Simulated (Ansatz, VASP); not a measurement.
# Cross-check of Mg3ZnSeS3 between VASP and Ansatz, part 2 of 2

Aim: how closely do two programs agree when they are given the same cell, functional and k mesh? The cell is generated by rule, not measured, and may not be a known phase. The cell is taken from a series of runs on this material, whose earlier steps may have relaxed, scaled, displaced or heated it; both programs get it as it stands.

VASP 6.6.1 and Ansatz 0.2.0.

So far: Starting point; VASP: relaxation of cell and atoms, LDA, pair 1.

The structure was built from a prototype and need not be the compound's stable phase.

**3. Ansatz: relaxation of cell and atoms, LDA, pair 1**

Level of this step: Ansatz beside VASP: Kohn-Sham DFT, plane waves, LDA (Ansatz).

Ansatz runs on its default PAW (the set named soft_2) files.

The same cell, functional (in two slightly different forms) and mesh now go to Ansatz, which takes its cutoff from its data sets.

input.yaml reads:

```yaml
crystal:
  lattice:
    - [3.9482420765, 0.0, 0.0]
    - [-1.9741210383, 3.4192779385, 0.0]
    - [0.0, 0.0, 12.9127314962]
  atoms:
    - { symbol: Mg, position: [0.6666666667, 0.3333333333, 0.2536120414] }
    - { symbol: Mg, position: [0.3333333333, 0.6666666667, 0.5028970336] }
    - { symbol: Mg, position: [0.6666666667, 0.3333333333, 0.7519791206] }
    - { symbol: S, position: [0.6666666667, 0.3333333333, 0.4411389265] }
    - { symbol: S, position: [0.3333333333, 0.6666666667, 0.6903052578] }
    - { symbol: S, position: [0.6666666667, 0.3333333333, 0.9403623428] }
    - { symbol: Se, position: [0.3333333333, 0.6666666667, 0.1783447803] }
    - { symbol: Zn, position: [0.3333333333, 0.6666666667, -0.0086395031] }
kpoints:
  mp_grid: { grid: [9, 9, 2] }
hamiltonian:
  xc: lda
scf:
  occupations: { method: fixed }
output:
  forces: true
  stress: true
  eigenvalues: true
relax:
  adjacent_minimum: "off"
  f_tol: 0.001
  max_steps: 60
  cell: { stress_tol: 0.01 }
```

Run with:

```console
$ ansatz run input.yaml --threads 4 --pin off --max-ram 14336MiB --backend cpu --events-out ev --progress --plain --runs-dir out
```

Numbers of over 12 decimals in the logs are rounded to 6 here.

Output:

```text
Engine: ansatz 0.2.0, aarch64-unknown-linux-gnu
Pseudopotentials: kind: paw
Pseudopotential: Mg, paw, valence charge 10, recommended cutoff 420 eV (normal), Mg.paw.azcp
Pseudopotential: S, paw, valence charge 6, recommended cutoff 420 eV (normal), S.paw.azcp
Pseudopotential: Se, paw, valence charge 16, recommended cutoff 420 eV (normal), Se.paw.azcp
Pseudopotential: Zn, paw, valence charge 12, recommended cutoff 420 eV (normal), Zn.paw.azcp
Functional definition: SPW92
  exchange = slater_x
  correlation = pw_c
Crystal: 8 atoms, lattice volume = 174.324 Å³
Basis set: ecut = 420 eV, 3439 PW (Γ)
Bands: 46, of which v1, the nominal top of the filled ones, is band 38 counted from 1 (37 counted from 0)
Symmetry: 6 space group operations
Space group: P3m1 (ITA 156), of the structure as read, at distance tolerance 5.6e-5 Å
k-points: 24 of 162 (time reversal used)
Non-local potential: Mg, projectors of the file, l = 0: 3, l = 1: 2, l = 2: 1
Non-local potential: S, projectors of the file, l = 0: 2, l = 1: 2, l = 2: 2
Non-local potential: Se, projectors of the file, l = 0: 2, l = 1: 2, l = 2: 3, l = 3: 1
Non-local potential: Zn, projectors of the file, l = 0: 2, l = 1: 2, l = 2: 3, l = 3: 1
PAW form: soft (Blöchl's): semilocal exchange-correlation on the pseudo side does not see the compensation charge
PAW frozen core: Mg, regenerated for the run's functional, and the local potential with it (the file was generated under x = pbe(κ = 0.804, μ = 0.219515), c = pbe(β = 0.066725))
PAW frozen core: S, regenerated for the run's functional, and the local potential with it (the file was generated under x = pbe(κ = 0.804, μ = 0.219515), c = pbe(β = 0.066725))
PAW frozen core: Se, regenerated for the run's functional, and the local potential with it (the file was generated under x = pbe(κ = 0.804, μ = 0.219515), c = pbe(β = 0.066725))
PAW frozen core: Zn, regenerated for the run's functional, and the local potential with it (the file was generated under x = pbe(κ = 0.804, μ = 0.219515), c = pbe(β = 0.066725))
PAW one-centre angular grid: Mg, 110 points (default); XC on 64 Gauss nodes
PAW one-centre angular grid: S, 110 points (default); XC on 64 Gauss nodes
PAW one-centre angular grid: Se, 590 points (default); XC on 64 Gauss nodes
PAW one-centre angular grid: Zn, 590 points (default); XC on 64 Gauss nodes
Initial density: superposition of atomic densities (neutral atoms: chi_scale 0, normalization atom), corrected by the library's trained network
Initial wavefunctions: pseudopotential atomic-orbital guess
Functional: x = slater, c = lda
SCF iter   1: F=—  HF=-16952.631419 eV  |F-HF|=—  |Δ(HF+E_count)|=         —  Δρ=6.30e-3  dr2=5.76e-2  ethr=1.77e-3  ⟨swp⟩=4.9  Hψ=3521  notcnv=0  defer=136
preconditioner: auto → Resta (q_TF=auto, 2.376 Å⁻¹)  ε∞=4.3  [insulator: Δε(μ)=2.090 eV  Ē_g=10.051 eV  n_scr=50 (ndim 8)  ℏωp=18.2 eV  f_vac=0.047  ε∞_Penn≈4.3]
SCF iter   2: F=—  HF=-16952.611200 eV  |F-HF|=—  |Δ(HF+E_count)|=   2.02e-2  Δρ=2.84e-3  dr2=1.28e-2  ethr=7.57e-5  ⟨swp⟩=2.0  Hψ=2063  notcnv=0  defer=144
SCF iter   3: F=—  HF=-16952.607524 eV  |F-HF|=—  |Δ(HF+E_count)|=   3.68e-3  Δρ=1.19e-3  dr2=1.73e-3  ethr=1.69e-5  ⟨swp⟩=2.0  Hψ=1496  notcnv=0  defer=144
SCF iter   4: F=—  HF=-16952.607030 eV  |F-HF|=—  |Δ(HF+E_count)|=   4.94e-4  Δρ=5.13e-4  dr2=3.56e-4  ethr=2.28e-6  ⟨swp⟩=2.0  Hψ=1495  notcnv=0  defer=144
SCF iter   5: F=—  HF=-16952.606894 eV  |F-HF|=—  |Δ(HF+E_count)|=   1.37e-4  Δρ=1.25e-4  dr2=3.01e-5  ethr=4.69e-7  ⟨swp⟩=2.0  Hψ=1414  notcnv=0  defer=110
SCF iter   6: F=—  HF=-16952.606891 eV  |F-HF|=—  |Δ(HF+E_count)|=   2.78e-6  Δρ=2.82e-5  dr2=1.91e-6  ethr=3.96e-8  ⟨swp⟩=2.0  Hψ=1448  notcnv=0  defer=70
SCF iter   7: F=-16952.606891 eV  HF=-16952.606891 eV  |F-HF|=1.35e-10  |Δ(HF+E_count)|=   3.63e-7  Δρ=4.98e-6  dr2=8.76e-8  ethr=1.32e-10  ⟨swp⟩=12.2  Hψ=6606  notcnv=0
SCF 1 converged in 7 iterations: F = -16952.606891 eV  dr2 = 8.76e-8
  greatest PAW one-centre occupation: 1.000 electrons in one spin orbital (limit 2), on the Mg atom at site 0 (counted from 0), in its partial waves of l = 1
relax step   1: F+E_penalty+E_count = -16952.60689126 eV  Δ(F+E_penalty+E_count) = +0.000e0 eV  max|allowed force component| = 1.312e-3 eV/Å  Δτ_max = 0.0000 Å  P = -0.002 GPa  Ω = 174.324 Å³  (7 SCF iters, dr2 threshold 1.00e-7 eV, accepted)
[...]
relax step   2: F+E_penalty+E_count = -16952.60689180 eV  Δ(F+E_penalty+E_count) = -5.376e-7 eV  max|allowed force component| = 6.343e-4 eV/Å  Δτ_max = 0.0001 Å  P = -0.001 GPa  Ω = 174.320 Å³  energy of the carried Pulay correction = +3.566e-7 eV  (5 SCF iters, dr2 threshold 1.08e-10 eV, accepted)
[...]
relax step   3: F+E_penalty+E_count = -16952.60689180 eV  Δ(F+E_penalty+E_count) = +0.000e0 eV  max|allowed force component| = 6.365e-4 eV/Å  Δτ_max = 0.0000 Å  P = -0.001 GPa  Ω = 174.320 Å³  stress off target by 1.22e-3 GPa  SCF on the basis re-selected at this cell (its energy is not comparable with the rows above)  (5 SCF iters)
basis re-selected at this cell: Δ(F+E_penalty+E_count) = +0.000e0 eV, ΔP = -0.000 GPa vs the last step (what re-selecting the basis moved, of the pressure what is left beyond the Pulay correction that the steps carried, after the strain that the cell walked since its last selection, with what the two solves' SCF thresholds leave and, on support functions, any second-order correction that the steps lacked; it is no measure of the basis error at this ecutwfc). This SCF's stress stands 1.22e-3 GPa from its target on what of the cell is left free (relax.cell.stress_tol is 1.00e-2 GPa) and its largest allowed force component is 6.36e-4 eV/Å (relax.f_tol is 1.00e-3 eV/Å): [rest of the remark cut]
SCF converged after 5 iterations
Free energy (F): -16952.606892 eV
Harris-Foulkes:  -16952.606892 eV  (|F-HF|=7.28e-12)
Internal energy: -16952.606892 eV  (E = F + TS)
E sigma→0 (E₀):  -16952.606892 eV
Fermi energy:    4.673589 eV
--- Per-component energies (eV) ---
  E_band       = -1495.068228
  E_kinetic    = 807.629330
  E_local      = -11081.963531  (includes V_loc(G=0)·N_el)
  E_nonlocal   = 403.960630
  E_hartree    = 4596.506863
  E_xc         = -617.878144
  E_vxc        = -532.281674  (∫ρ·V_xc dr)
  E_paw        = -6102.959178  (= ΣΔE_a)
  E_vpaw       = -285.425728  (= ΣTr[D̂ρ^β])
  E_aug_tail   = -0.000952  (compensation charges beyond the density's cutoff)
  E_ewald      = -4962.587445
  E_core_change = 4.685534  (= ΣΔE_core)
  E_smearing   = -0.000000  (= −TS)
  E_closure    = 0.000000  (closes the sum)
  Σ components = -16952.606892   (vs F -16952.606892, Δ=0.00e0)
--- Forces (eV/Å), atoms counted from 1 ---
  atom   1  Mg     0.00000000    -0.00000000    -0.00007106
  atom   2  Mg    -0.00000000     0.00000000    -0.00023084
  atom   3  Mg     0.00000000     0.00000000    -0.00029116
  atom   4  S      0.00000000     0.00000000     0.00021905
  atom   5  S      0.00000000     0.00000000     0.00022993
  atom   6  S      0.00000000    -0.00000000     0.00035827
  atom   7  Se    -0.00000000     0.00000000     0.00042253
  atom   8  Zn    -0.00000000     0.00000000    -0.00063643
  max |Σ_I F_I| component: 2.84e-7 eV/Å
--- Stress (GPa, compression-positive) ---
       -0.001216       0.000000       0.000000
        0.000000      -0.001216       0.000000
        0.000000       0.000000       0.000712
  P = ⅓ Tr σ = -0.0006 GPa (-0.006 kbar)
--- Band table (eV; the first three rows and the last of 24) ---
  k-point 0: bands = [... 34 lower, 4.0027, 4.2383, 4.6736, 4.6736, 6.7292, 8.0451, 8.7428, 9.2071, ... 4 higher]
  k-point 1: bands = [... 34 lower, 4.0120, 4.0120, 4.6719, 4.6719, 7.0705, 8.0543, 8.5895, 9.0263, ... 4 higher]
  k-point 2: bands = [... 34 lower, 3.8618, 4.0897, 4.2447, 4.5919, 7.3545, 8.5165, 9.1579, 9.6611, ... 4 higher]
  k-point 23: bands = [... 34 lower, 2.8680, 2.9758, 3.1700, 3.3270, 8.9548, 9.2187, 9.4658, 10.2025, ... 4 higher]
--- Relaxed structure (2 steps of the walk, 2 accepted, 1 SCFs on fresh bases) ---
  F+E_penalty+E_count = -16952.60689180 eV   max|allowed force component| = 6.365e-4 eV/Å   (the final SCF, on the basis selected at the relaxed cell)
  cell:  # Å, volume = 174.3204 Å³
    - [3.948257, 2.8867584005721457e-11, 0]
    - [-1.974128, 3.419290, 0]
    - [0, 0, 12.912399]
  atoms:
    - { symbol: Mg, position: [0.666667, 0.333333, 0.253611] }
    - { symbol: Mg, position: [0.333333, 0.666667, 0.502895] }
    - { symbol: Mg, position: [0.666667, 0.333333, 0.751979] }
    - { symbol: S, position: [0.666667, 0.333333, 0.441142] }
    - { symbol: S, position: [0.333333, 0.666667, 0.690308] }
    - { symbol: S, position: [0.666667, 0.333333, 0.940367] }
    - { symbol: Se, position: [0.333333, 0.666667, 0.178346] }
    - { symbol: Zn, position: [0.333333, 0.666667, -0.00864747] }
```

Reading the cycles: dr2 is the Hartree energy of the density residual (eV), the measure of convergence; HF is the Harris–Foulkes estimate of the energy, which meets the free energy F at convergence.

**4. Side by side**

Known differences besides the potentials themselves: fixed occupations in Ansatz, narrow Gaussian smearing in VASP; the data sets hold 76 valence electrons in Ansatz (on its default PAW (the set named soft_2) files) and 42 in VASP; the cutoff is 420 eV in Ansatz and 600 eV in VASP; VASP's log shows a relativistic correction to its local exchange, Ansatz's none; Ansatz adds a Pulay correction to the stress that steers its cell, VASP none. Total energies have different zeros and are not compared.

Both answers:

| quantity | Ansatz | VASP | difference |
| --- | --- | --- | --- |
| volume (Å³) | 174.32 | 173.57 | +0.43 % |
| edge a after relaxation, in the typed setting (Å) | 3.948 | 3.945 | +0.08 % |
| edge c after relaxation, in the typed setting (Å) | 12.912 | 12.877 | +0.28 % |

**5. Ansatz: relaxation of cell and atoms, LDA, pair 2**

The relaxed volume is the usual yardstick between codes: in a stiff, nearly cubic crystal its relative difference is about their pressure difference at one cell divided by the bulk modulus.

The cell is taken from a series of runs on this material, whose earlier steps may have relaxed, scaled, displaced or heated it; both programs get it as it stands.

input.yaml reads:

```yaml
crystal:
  lattice:
    - [3.9488452865, 0.0, 0.0]
    - [-1.9744226433, 3.4198003337, 0.0]
    - [0.0, 0.0, 12.9061082464]
  atoms:
    - { symbol: Mg, position: [0.6666666667, 0.3333333333, 0.2535880943] }
    - { symbol: Mg, position: [0.3333333333, 0.6666666667, 0.5028804045] }
    - { symbol: Mg, position: [0.6666666667, 0.3333333333, 0.7519734565] }
    - { symbol: S, position: [0.6666666667, 0.3333333333, 0.4411425874] }
    - { symbol: S, position: [0.3333333333, 0.6666666667, 0.6903210044] }
    - { symbol: S, position: [0.6666666667, 0.3333333333, 0.9403862859] }
    - { symbol: Se, position: [0.3333333333, 0.6666666667, 0.1783086616] }
    - { symbol: Zn, position: [0.3333333333, 0.6666666667, -0.0086004947] }
kpoints:
  mp_grid: { grid: [9, 9, 2] }
hamiltonian:
  xc: lda
scf:
  occupations: { method: gaussian, width: 0.02 }
output:
  forces: true
  stress: true
  eigenvalues: true
  write_density: true
  write_potential: true
  elf: true
  volumetric_format: npy
relax:
  adjacent_minimum: "off"
  f_tol: 0.005
  max_steps: 80
  cell: { stress_tol: 0.05 }
```

Output:

```text
[...]
Crystal: 8 atoms, lattice volume = 174.287 Å³
Basis set: ecut = 420 eV, 3439 PW (Γ)
Bands: 46, of which v1, the nominal top of the filled ones, is band 38 counted from 1 (37 counted from 0)
Symmetry: 6 space group operations
[...]
k-points: 24 of 162 (time reversal used)
[...]
atoms:
    - { symbol: Mg, position: [0.666667, 0.333333, 0.253612] }
    - { symbol: Mg, position: [0.333333, 0.666667, 0.502897] }
    - { symbol: Mg, position: [0.666667, 0.333333, 0.751979] }
    - { symbol: S, position: [0.666667, 0.333333, 0.441139] }
    - { symbol: S, position: [0.333333, 0.666667, 0.690305] }
    - { symbol: S, position: [0.666667, 0.333333, 0.940362] }
    - { symbol: Se, position: [0.333333, 0.666667, 0.178345] }
    - { symbol: Zn, position: [0.333333, 0.666667, -0.0086395] }
[key lines of the parts left out:]
SCF converged after 4 iterations
Free energy (F): -16952.606891 eV
Fermi energy:    5.701318 eV
P = ⅓ Tr σ = -0.0017 GPa (-0.017 kbar)
```

**6. VASP: relaxation of cell and atoms, LDA, pair 2**

The same cell, functional (in two slightly different forms), mesh and smearing now go to VASP, with its own data sets.

INCAR reads:

```
SYSTEM = Mg3ZnSeS3
PREC = Accurate
ENCUT = 600
EDIFF = 1E-07
NELM = 120
ISMEAR = 0
SIGMA = 0.02
LREAL = .FALSE.
ALGO = Normal
GGA = PW92
NBANDS = 29
LORBIT = 11
LWAVE = .FALSE.
LCHARG = .FALSE.
ISIF = 3
IBRION = 2
NSW = 80
EDIFFG = -0.005
LASPH = .TRUE.
GGA_COMPAT = .FALSE.
NELMIN = 4
EFERMI = MIDGAP
KPAR = 2
```

POSCAR reads:

```
Mg3ZnSeS3
1.0
    3.9488450000      0.0000000000      0.0000000000
   -1.9744230000      3.4198000000      0.0000000000
    0.0000000000      0.0000000000     12.9061080000
Mg S Se Zn
3 3 1 1
Direct
    0.6666667998      0.3333334308      0.2535880685
    0.3333334665      0.6666667641      0.5028804191
    0.6666667998      0.3333334308      0.7519734842
    0.6666667998      0.3333334308      0.4411425970
    0.3333334665      0.6666667641      0.6903210480
    0.6666667998      0.3333334308      0.9403862884
    0.3333334665      0.6666667641      0.1783086737
    0.3333334665      0.6666667641      0.9913994986
```

KPOINTS reads:

```
Automatic mesh
0
Gamma
9 9 2
0 0 0
```

The projector-augmented-wave data sets are Mg, S, Se and Zn (LDA family, release 64).

Run with:

```console
$ mpirun -np 2 vasp_std
```

Output:

```text
[banner, memory and clock lines left out]
running    2 mpi-ranks, on    1 nodes
[...]
[... a notice as in an earlier step ...]

 LDA part: xc-table for (Slater(with rela. corr.)+PW92), standard interpolation
 POSCAR, INCAR and KPOINTS ok, starting setup
[...]
entering main loop
       N       E                     dE             d eps       ncg     rms          rms(c)
DAV:   1     0.270431522723E+03    0.27043E+03   -0.18549E+04  1392   0.145E+03
DAV:   2    -0.500660479840E+01   -0.27544E+03   -0.26181E+03  1600   0.289E+02
DAV:   3    -0.364416330932E+02   -0.31435E+02   -0.31226E+02  1570   0.100E+02
DAV:   4    -0.373368905366E+02   -0.89526E+00   -0.89329E+00  1846   0.192E+01
[...]
DAV:  14    -0.353232128721E+02    0.78217E-07   -0.10149E-05  1801   0.177E-02    0.100E-02
DAV:  15    -0.353232129279E+02   -0.55754E-07   -0.16873E-06  1673   0.820E-03    0.494E-03
DAV:  16    -0.353232129532E+02   -0.25304E-07   -0.21746E-07  1414   0.325E-03
   1 F= -.35323213E+02 E0= -.35323213E+02  d E =-.353232E+02
[... from here on, the cycles between the ionic steps are left out ...]
   2 F= -.35323866E+02 E0= -.35323866E+02  d E =-.653209E-03
   3 F= -.35323893E+02 E0= -.35323893E+02  d E =-.680360E-03
   4 F= -.35323893E+02 E0= -.35323893E+02  d E =-.680136E-03
   5 F= -.35323927E+02 E0= -.35323927E+02  d E =-.336081E-04
   6 F= -.35323936E+02 E0= -.35323936E+02  d E =-.426150E-04
   7 F= -.35323947E+02 E0= -.35323947E+02  d E =-.108417E-04
   8 F= -.35323951E+02 E0= -.35323951E+02  d E =-.157548E-04
[...]
reached required accuracy - stopping structural energy minimisation
```

OUTCAR, selected parts (step 6):

```text
  Total        0.0119765      0.0119765      0.0179605     -0.0000000      0.0000000      0.0000000
  in kB        0.1105508      0.1105507      0.1657864     -0.0000000      0.0000000      0.0000000
  external PRESSURE =       0.1289626 kB  Pullay stress =       0.0000000 kB

 POSITION                                       TOTAL-FORCE (eV/Angst)
 -----------------------------------------------------------------------------------
      1.97261      1.13889      3.26343         0.000000      0.000000     -0.004173
      0.00000      2.27778      6.47440        -0.000000     -0.000000      0.000757
      1.97261      1.13889      9.68494         0.000000     -0.000000     -0.003645
      1.97261      1.13889      5.68070         0.000000      0.000000      0.004454
      0.00000      2.27778      8.89043         0.000000     -0.000000      0.000260
      1.97261      1.13889     12.10858        -0.000000     -0.000000      0.003520
      0.00000      2.27778      2.29939        -0.000000     -0.000000     -0.001087
      0.00000      2.27778     12.76262        -0.000000     -0.000000     -0.000086
 -----------------------------------------------------------------------------------
    total drift:                               -0.000728     -0.000742     -0.000164

  FREE ENERGIE OF THE ION-ELECTRON SYSTEM (eV)
  ---------------------------------------------------
  free  energy   TOTEN  =       -35.3239514593 eV

  energy  without entropy=      -35.3239514593  energy(sigma->0) =      -35.32395146

[... 2 parts as in an earlier step ...]

[... 2 further parts left out ...]
[key lines of the parts left out:]
E-fermi :   2.8755
```

**7. Differences**

What differs besides the data sets and the points named for the pairs above, as far as they apply: the data sets hold 76 valence electrons in Ansatz (on its default PAW (the set named soft_2) files) and 42 in VASP. Total energies have different zeros and are not compared.

Both answers:

| quantity | Ansatz | VASP | difference |
| --- | --- | --- | --- |
| volume (Å³) | 174.32 | 173.57 | +0.43 % |
| edge a after relaxation, in the typed setting (Å) | 3.948 | 3.945 | +0.08 % |
| edge c after relaxation, in the typed setting (Å) | 12.913 | 12.877 | +0.28 % |

**8. Summary of results**

```
difference in volume (relaxation of cell and atoms, LDA, pair 1) : 0.43 %
difference in volume (relaxation of cell and atoms, LDA, pair 2) : 0.43 %
```

The difference in volume is 0.43 % (relaxation of cell and atoms, LDA, pair 2), within the 1.2 % picked in this series as the mark of a large difference, as far as the stopping tolerances let one tell. The data sets hold unlike numbers of valence electrons (76 in Ansatz and 42 in VASP), so part of the differences comes from the potentials. How closely two codes agree says nothing of how well the functional describes the real material.

[Lines on the potential files, build, host, timing and source positions are cut from VASP's logs without a mark.]

[Logs are printed without paths, hosts, clocks, repeated set-up lines and the standing remarks that a program may print on its own settings, such as how far it seeks lower states.]

[Hosts, paths, dates, database ids (printed as entryN), source tags and the programs' standing remarks are cut or masked in the printed files.]
